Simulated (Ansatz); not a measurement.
**Au at a changed volume — field gradients at the nuclei**

The cell is a COD entry, relaxed with PBE at fixed cell and then changed (volume scaled by 1.04, ions relaxed).

```yaml
crystal:
  lattice:
    - [2.93816, 0.00000, 0.00000]
    - [-1.46908, 2.54452, 0.00000]
    - [0.00000, 0.00000, 4.94422]
  atoms:
    - { symbol: Au, position: [0.33333, 0.66667, 0.75000] }
    - { symbol: Au, position: [0.66667, 0.33333, 0.25000] }
```

Sites (sets of like atoms) are named by element and the number of their first atom in this list.

All values are calculated (Ansatz; DFT, PBE, plane waves and PAW, scalar-relativistic, 420 eV cutoff, Γ-centred 18×18×10 k-points, Fermi–Dirac smearing 0.05 eV), not measured.

V_zz is the principal component of the electric field gradient with the largest magnitude, η = (V_xx − V_yy)/V_zz and C_Q = eQV_zz/h. Directions are in the Cartesian axes of the cell vectors above, for the atom listed; none is given where the gradient is under 0.02 or η is above 0.95.

Q: Give the quadrupolar parameters of the distinct sites.

A: 

```csv
site,first atom,first shell,V_zz (10²¹ V/m²),η,"direction of V_zz (x, y, z)"
Au,1,12 Au at 2.94–3.00 Å,0.81,0.00,0.00 0.00 1.00
```

An axis of threefold or higher order runs through Au, so V_zz lies along it and η is zero.

With no gap above 0.1 eV, as in a metal, the gradients converge slowly in k; expect changes of a tenth or more on a denser mesh. Spin–orbit coupling is left out, which shifts gradients on Au by a few per cent in wide-gap crystals, and can shift them far more where the calculated gap is small or absent, as here.
